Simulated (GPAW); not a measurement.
Runs of GPAW 26.7.0 on SnSe2. The structure is trigonal, space group P-3m1 (No. 164). Conventional cell: a = 3.811 Å, b = 3.811 Å, c = 6.136 Å, α = 90.00°, β = 90.00°, γ = 120.00°. Sn (site symmetry -3m) has 6 Se at 2.68 Å as nearest neighbours. Se (site symmetry 3m) has 3 Sn at 2.68 Å as nearest neighbours. 

```csv
task,level,potentials or basis,spin,cell,k mesh,cutoff (eV),smearing,eigensolver,optimizer,fmax,max steps,band path,mesh quality,gap on the mesh (eV),pressure (GPa),largest force (eV/Å)
relaxation of cell and atoms,BLYP+D3(BJ),"PAW data sets generated in the run's folder for this functional, pw",off,relaxed,6 × 6 × 3,600,fermi-dirac 0.05 eV,davidson,LBFGS,0.02 eV/Å,60,-,not flagged,0.38,0.0,-
band structure,revTPSS,"GPAW PAW data sets (gpaw-data 1.2.1), pw","SOC, no magnetisation",as given,6 × 6 × 3,600,fermi-dirac 0.05 eV,davidson,-,-,-,"GMKGALHA,LM,KH",not flagged,0.78,2.9,(a)
relaxation of cell and atoms,LDA,"the program's PAW data sets (release 1.2.1) made for this functional, pw",off,relaxed to 5 GPa,6 × 6 × 3,600,fermi-dirac 0.05 eV,-,BFGS,0.02 eV/Å,60,-,not flagged,none,4.9,-
band structure,WC,"PAW data sets generated in the run's folder for this functional, pw","SOC, no magnetisation",as given,6 × 6 × 3,600,fermi-dirac 0.05 eV,-,-,-,-,"GMKGALHA,LM,KH",not flagged,0.64,2.6,(c)
band structure,vdW-DF2,"GPAW PAW data sets (gpaw-data 1.2.1), pw","SOC, no magnetisation",as given,6 × 6 × 3,600,fermi-dirac 0.05 eV,-,-,-,-,"GMKGALHA,LM,KH",not flagged,0.69,-,(b)
```

Question: Fill in the values left out.

Answer: (a) 0.55; (b) 1.49; (c) 0.58.

Caveats: spin-orbit coupling was added after a scalar SCF, so levels and gaps hold it while energy, forces, pressure and moments don't (some runs); this program's spin-orbit splittings come out too wide for heavy elements (some runs); later steps reuse the first step's grids (some runs); the PAW data sets were made with another functional, which shifts forces and pressure a little (some runs); this functional lacks dispersion, which binds the layers, so the pressure and a relaxed spacing across them are unreliable (some runs); spin-orbit coupling is left out, which moves the levels of the heavy elements (some runs); an odd mesh through Γ misses points on the zone boundary, where band edges often lie (some runs).

A k mesh can miss the band edges, and rows without SOC leave out spin-orbit coupling on Se, Sn.

A gap of «none» marks a metal or a gap under the smearing width.

Runs at the PBE level aren't shown here.
